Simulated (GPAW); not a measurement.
SnTe:

```
CELL_PARAMETERS angstrom
0.00000 3.15085 3.15085
3.15085 0.00000 3.15085
3.15085 3.15085 0.00000
ATOMIC_POSITIONS crystal
Te 0.50000 0.50000 0.50000
Sn 0.00000 0.00000 0.00000
```

Program: GPAW 26.7.0. Alike in all runs: task band structure; potentials or basis PAW data sets generated in the run's folder for this functional, pw; cell as given; cutoff (eV) 600; smearing fermi-dirac 0.05 eV.

Problem. Order these runs on this cell by their pressure, lowest first.
A. level OLYP; spin SOC, no magnetisation; k mesh 6 × 6 × 6; eigensolver davidson; band points 100; spin axis theta (degrees) 0; spin axis phi (degrees) 0; soc after scf second variation
B. level BLYP; spin SOC, no magnetisation; k mesh 6 × 6 × 6; eigensolver davidson; band points 80; spin axis theta (degrees) 90; spin axis phi (degrees) 45; soc after scf second variation
C. level PBEsol; spin off; k mesh 7 × 7 × 7; band points 80

Solution. C (-0.7 GPa), A (2.8 GPa), B (5.9 GPa).

Caveats: spin-orbit coupling was added after a scalar SCF, so levels and gaps hold it while energy, forces, pressure and moments don't (some runs).

Runs at the PBE level aren't shown here.
